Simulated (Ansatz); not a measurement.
Runs of Ansatz 0.2.0 on BN. Symmetry: R3m, No. 160, trigonal system. The conventional cell has a = 2.502 Å, b = 2.502 Å, c = 10.119 Å, α = 90.00°, β = 90.00°, γ = 120.00°. Around N (site symmetry 3m) lie 3 B at 1.44 Å. Around B (site symmetry 3m) lie 3 N at 1.44 Å. The cell is a database's computed one.

| level | cutoff (eV) | gap on the mesh (eV) | pressure (GPa) | largest force (eV/Å) |
| --- | --- | --- | --- | --- |
| HF | 420 | 13.00 | (b) | 0.01 |
| r2SCANh | 500 | (a) | -1.7 | 0.01 |
| r2SCAN0 | 500 | 6.64 | -3.7 | 0.01 |
| r2SCAN50 | 500 | 8.53 | -6.8 | 0.01 |

Alike in all rows: task band structure; potentials or basis Ansatz PAW; no spin polarisation; cell as given; k mesh 6 × 6 × 6; smearing fermi-dirac 0.05 eV; the mesh is coarse, so values aren't converged.

Q: Fill in the values left out.

A: (a) 5.53; (b) -2.0.

Caveats: all runs use coarse meshes; the k mesh misses the band edges, so the gap on the mesh is wider than the one along the path; the PAW data sets come from PBE, with cores solved anew for the run's functional, which leaves a small shift of forces and pressure; the thresholds are loose for stress.
